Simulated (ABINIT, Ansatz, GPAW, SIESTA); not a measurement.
Li2O (Fm-3m, 3 atoms in the cell) computed with different codes at matched settings

Band-structure calculation.

```yaml
crystal:
  lattice:
    - [0.00000, 2.30884, 2.30884]
    - [2.30884, 0.00000, 2.30884]
    - [2.30884, 2.30884, 0.00000]
  atoms:
    - { symbol: Li, position: [0.25000, 0.25000, 0.25000] }
    - { symbol: Li, position: [0.75000, 0.75000, 0.75000] }
    - { symbol: O, position: [0.00000, 0.00000, 0.00000] }
```

Shared settings, as Ansatz (a quantum-chemistry and plane-wave program) writes them: kpoints.mp_grid.grid = 12 12 12; scf.occupations.method = fermi_dirac; scf.occupations.width = 0.0007 Ry. Potentials and cutoffs stand in the table.

```csv
code,model,gap along the path (eV),smallest direct gap (eV),cutoff
Ansatz,"PBE, default PAW files",4.99,5.28,default
SIESTA,"GGA PBE, numerical atomic orbitals TZP, PseudoDojo PBE standard norm-conserving potentials (rewritten from UPF to PSML)",5.12,5.23,grid 400 Ry
GPAW,"PBE, GPAW PAW datasets PBE (gpaw-data 1.0.1)",4.97,5.26,950 eV
ABINIT,"PBE, norm-conserving pseudopotentials (PseudoDojo nc-sr-05 PBE standard)",5.01,5.29,42 Ha
```

The spread over the programs that give each value: gap along the path within 0.15 eV; smallest direct gap within 0.06 eV.

SIESTA uses small atom-centred bases, whose incompleteness enters pressures, forces and empty levels differently from a plane-wave cutoff.

The starting cell has typed, rounded lattice constants, without a prior relaxation at this level. Its lattice was rescaled by a random factor within 2.5 % of one.

Left out of this page: Quantum ESPRESSO and Elk (not drawn, or without a comparable value).

Keys are those of Ansatz 0.2.
